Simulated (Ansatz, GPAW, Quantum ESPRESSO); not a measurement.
AlNi: programs and potentials compared

```
Ni Al
1.0
     1.93869   -1.95319    0.00000
     1.93869    1.95319    0.00000
     0.00000    0.00000    3.09943
Ni Al
1 1
Direct
  0.49749 0.50835 0.50137
  0.99686 0.98226 0.99410
```

The cell comes from a database or a generator and needn't be the stable form of this composition.

Atoms were shifted at random by some hundredths of an Å from the given cell, which wasn't relaxed again for these runs.

Alike in all runs: task single point; functional PBEsol; k mesh 10 × 10 × 9; occupations fermi-dirac, width 0.05 eV; collinear spin, ferromagnetic start; no spin-orbit coupling. Pressure is positive in compression and, in plane waves, holds the error of the finite cutoff.

```tsv
program and potentials	plane-wave cutoff (eV)	notes	pressure (GPa)	net moment per atom (μB)	largest force (eV/Å)	energy over the undisturbed cell (meV/atom)
Ansatz, all-electron LAPW, scalar-relativistic	-	-	0.78	0.00	0.439	-
GPAW, PAW data sets generated for this functional	600	9.5 valence electrons an atom on average; this data set often lies off other programs	2.05	0.00	0.454	8.52
Quantum ESPRESSO, GBRV 1.5 PBEsol	612	10.5 valence electrons an atom on average	?	?	?	?
```

**Question.** Estimate from the other rows what the run with Quantum ESPRESSO, GBRV 1.5 PBEsol gave.

**Answer.** Pressure 0.84 GPa; net moment per atom 0.00 μB; largest force 0.443 eV/Å; energy over the undisturbed cell 8.32 meV/atom. The other rows, which needn't bracket it: pressure 0.78 to 2.05; net moment per atom 0.00; largest force 0.439 to 0.454; energy over the undisturbed cell 8.52.
